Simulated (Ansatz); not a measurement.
NaF built on the rocksalt prototype, relaxed with r2SCAN in the PAW code Ansatz: space group Fm-3m (No. 225), cubic; a = 4.594 Å in the conventional setting, 12.12 Å³ an atom. Na is surrounded by 6 F at 2.30 Å; F is surrounded by 6 Na at 2.30 Å. The cell was then strained (x, y and z are the cube axes), with the atoms relaxed again; stress is positive in compression. The values are computed, spin-unpolarised, and not measurements.

- Uniaxial -1.33 % along x, other directions held: r2SCAN's stress changes by +1.73 GPa along the strain and +0.31 GPa across it.
- Isotropic -0.87 % on every length: the pressure changes by +1.52 GPa, and the HSE06 gap (Γ) goes from 8.635 to 8.800 eV.
- Epitaxial strain of +1.0 % in the (001) plane: the free normal strain is -0.37 % and the in-plane stress changes by -1.24 GPa.
- Uniaxial strain of -0.65 % along [111], atoms relaxed: the xy stress changes by +0.124 GPa.

(1) Estimate C₁₁, C₁₂ and the bulk modulus from the uniaxial step.

(2) What bulk modulus does the isotropic step give?

(3) Give the volume deformation potential of that gap and its pressure coefficient.

(4) What do the film's normal strain and stress say about the elastic constants?

(5) How much elastic energy does the film store, with 12.12 Å³ an atom?

(6) Estimate C₄₄.

Results:

(1) With compression positive, C₁₁ ≈ −Δσ∥/ε = (-1.73)/(-0.0133) = 130 GPa and C₁₂ ≈ (-0.31)/(-0.0133) = 23 GPa; B = (C₁₁ + 2C₁₂)/3 = 59 GPa. A one-sided step carries third-order terms: it reads high by some per cent.

(2) Δ ln V = 3 ln(0.9913) = -0.0262, so B ≈ −ΔP/Δ ln V = 58 GPa, against 59 GPa from C₁₁ and C₁₂; one-sided steps of finite size carry third-order terms.

(3) a_V = ΔE_g/Δ ln V = (+0.165)/(-0.0262) = -6.29 eV; dE_g/dP = −a_V/B = +109 meV/GPa, with HSE06's gap and r2SCAN's modulus.

(4) ε⊥/ε∥ = (-0.0037)/(+0.0100) = -0.37, which linear elasticity sets to −2C₁₂/C₁₁ = -0.36 from the uniaxial step. The biaxial modulus is M = −Δσ/ε∥ = 124 GPa (C₁₁ + C₁₂ − 2C₁₂²/C₁₁ = 145 GPa).

(5) u = M ε∥² = −Δσ ε∥ = +1.24 × (+0.0100) = 0.0124 GPa, and 1 GPa Å³ is 6.2415 meV: 0.94 meV an atom. The total energies of the two runs differ by 0.95 meV an atom.

(6) A strain ε along [111] has ε_xy = ε/3 = -0.00217, an engineering shear of 2ε/3, so C₄₄ ≈ −Δσ_xy/(2ε/3) = 29 GPa, atoms relaxed.

The meshes of the hybrids are coarse, so their gaps aren't converged to the digits shown.
